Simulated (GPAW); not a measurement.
Runs of GPAW 26.7.0 on CaO. The structure is cubic, space group Fm-3m (No. 225). Conventional cell: a = 4.807 Å, b = 4.807 Å, c = 4.807 Å, α = 90.00°, β = 90.00°, γ = 90.00°. Around Ca (site symmetry m-3m) lie 6 O at 2.40 Å. O (site symmetry m-3m) is surrounded by 6 Ca at 2.40 Å. The cell is a database's computed one.

```csv
task,level,potentials or basis,cell,smearing,optimizer,fmax,max steps,convergence,eigensolver,gap on the mesh (eV),pressure (GPa),relaxed volume (Å³/atom)
relaxation of cell and atoms,RPBE+D4,"the program's PAW data sets (release 1.2.1) made for this functional, pw",relaxed,fermi-dirac 0.05 eV,FIRE,0.01 eV/Å,60,density=1e-05 forces=0.0001,-,3.80,-0.1,14.14
relaxation of cell and atoms,revPBE+D3(BJ),"the program's PAW data sets (release 1.2.1) made for this functional, pw",relaxed,fermi-dirac 0.05 eV,FIRE,0.02 eV/Å,40,density=1e-05 forces=0.0001,-,3.77,0.1,13.72
relaxation of cell and atoms,BLYP+D4,"PAW data sets generated in the run's folder for this functional, pw",relaxed,fermi-dirac 0.05 eV,FIRE,0.05 eV/Å,40,density=1e-05 forces=0.0001,davidson,3.78,0.5,13.93
relaxation of cell and atoms,PBEsol+D4,"PAW data sets generated in the run's folder for this functional, pw",relaxed,fermi-dirac 0.05 eV,LBFGS,0.01 eV/Å,40,density=1e-05 forces=0.0001,-,3.58,0.1,13.47
single point,PBEsol,"PAW data sets generated in the run's folder for this functional, pw",as given,gaussian 0.05 eV,-,-,-,-,-,3.59,(b),-
relaxation of cell and atoms,RPBE+D3(BJ),"the program's PAW data sets (release 1.2.1) made for this functional, pw",relaxed,fermi-dirac 0.05 eV,BFGS,0.02 eV/Å,100,density=1e-05 forces=0.0001,-,(c),0.0,(a)
relaxation of cell and atoms,BLYP+D3(BJ),"PAW data sets generated in the run's folder for this functional, pw",relaxed to 10 GPa,fermi-dirac 0.05 eV,FIRE,0.02 eV/Å,100,density=1e-05 forces=0.0001,davidson,3.75,9.8,-
relaxation of cell and atoms,PBEsol+D3(BJ),"PAW data sets generated in the run's folder for this functional, pw",relaxed,fermi-dirac 0.05 eV,LBFGS,0.01 eV/Å,40,density=1e-05 forces=0.0001,-,3.57,0.0,13.25
```

Alike in all rows: no spin polarisation; k mesh 10 × 10 × 10; cutoff (eV) 800.

**Question.** Estimate the missing entries.

**Answer.** (a) 12.07; (b) -2.1; (c) 3.73.

Caveats: later steps reuse the first step's grids (some runs).

A k mesh can miss the band edges.

Runs at the PBE level aren't shown here.
